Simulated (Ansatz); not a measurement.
**Every step of a relaxation of Cd (simple hexagonal type)**

DFT, PBE, PAW with Ansatz's default frozen-core files, scalar-relativistic (Ansatz 0.2.0); a Γ-centred 17×17×15 k mesh, Fermi–Dirac smearing of 0.05 eV, no spin polarisation. The run relaxes cell and atoms at a target pressure of 84 GPa.

Command: `ansatz run input.yaml --threads 1 --pin off --max-ram 3584MiB --backend cpu --events-out ev --progress --plain --runs-dir out` It took 16 s on 1 thread of Arm Neoverse V2 (shared host), peak memory 0.33 GiB.

```yaml
crystal:
  lattice:
    - [2.5927709563, 0.0, 0.0]
    - [-1.2963854782, 2.2454055144, 0.0]
    - [0.0, 0.0, 2.437204699]
  atoms:
    - { symbol: Cd, position: [0.0, 0.0, 0.0] }
kpoints:
  mp_grid: { grid: [17, 17, 15] }
scf:
  occupations: { method: fermi_dirac, width: 0.05 }
hamiltonian:
  xc: pbe
  pseudopotentials: { kind: paw }
output:
  forces: true
  stress: true
  eigenvalues: true
relax:
  f_tol: 0.005
  max_steps: 40
  cell: { p_target: 84.0, stress_tol: 0.042 }
```

Each step lists its enthalpy F + pV a cell above the last geometry, the pressure, the cell vectors (Å), and Cartesian positions (Å) with forces (eV/Å).

The first step:

```
step 1  dH = 61.37 meV  P = 99.6 GPa
  cell 2.5928 0.0000 0.0000  -1.2964 2.2454 0.0000  0.0000 0.0000 2.4372
  Cd 0.0000 0.0000 0.0000   0.0000 0.0000 0.0000
```

The symmetry of the start is kept and no stability test is made, so the end need not be the stable phase.

Where does the relaxation end, and by which steps?

After 5 geometries, with conventional a, b, c = 2.581, 2.581, 2.550 Å, at 14.717 Å³/atom (+3.72 % against the start) in space group P6/mmm, with a shortest distance of 2.550 Å. The further steps:
```
step 2  dH = 23.87 meV  P = 71.5 GPa
  cell 2.6232 0.0000 0.0000  -1.3116 2.2718 0.0000  0.0000 0.0000 2.5560
  Cd 0.0000 0.0000 0.0000   0.0000 0.0000 0.0000
step 3  dH = 2.79 meV  P = 81.3 GPa
  cell 2.5969 0.0000 0.0000  -1.2985 2.2490 0.0000  0.0000 0.0000 2.5376
  Cd 0.0000 0.0000 0.0000   0.0000 0.0000 0.0000
step 4  dH = 0.01 meV  P = 83.9 GPa
  cell 2.5816 0.0000 0.0000  -1.2908 2.2357 0.0000  0.0000 0.0000 2.5507
  Cd 0.0000 0.0000 0.0000   0.0000 0.0000 0.0000
step 5  dH = 0.00 meV  P = 84.0 GPa
  cell 2.5815 0.0000 0.0000  -1.2907 2.2356 0.0000  0.0000 0.0000 2.5501
  Cd 0.0000 0.0000 0.0000   0.0000 0.0000 0.0000
step 6  dH = -0.34 meV  P = 84.0 GPa  (same geometry on a basis chosen anew; earlier energies don't compare to the last digit)
  cell 2.5815 0.0000 0.0000  -1.2907 2.2356 0.0000  0.0000 0.0000 2.5501
  Cd 0.0000 0.0000 0.0000   0.0000 0.0000 0.0000
```
